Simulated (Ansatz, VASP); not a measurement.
# Ga: VASP beside Ansatz

```
Ga
1.0
    -1.40262    1.40262    2.34164
     1.40262   -1.40262    2.34164
     1.40262    1.40262   -2.34164
Ga
1
Direct
  0.00000 0.00000 0.00000
```

Change from the starting cell: volume scaled by 1.04.

Alike in both runs: task single point; functional PBE; k mesh 13 × 13 × 13; occupations fermi-dirac, width 0.05 eV; no spin polarisation.

|  | VASP | Ansatz |
| --- | --- | --- |
| version | VASP 6.6.1 | Ansatz 0.2.0 |
| potentials or method | VASP PAW PBE potentials, release 64 (Ga_d), cutoff 520 eV | all-electron LAPW, scalar-relativistic |

|  | VASP | Ansatz | Ansatz less VASP |
| --- | --- | --- | --- |
| gap on the k mesh at the Fermi level (eV) | none | none | - |
| pressure (GPa) | 1.2 | 1.1 | -0.06 |
| largest component of the traceless stress (GPa) | 0.18 | 0.14 | -0.035 |

A gap of «none» marks a metal or a gap that the smearing closes. Ansatz ran all-electron here, so the differences hold the error of VASP's frozen core and of both bases.
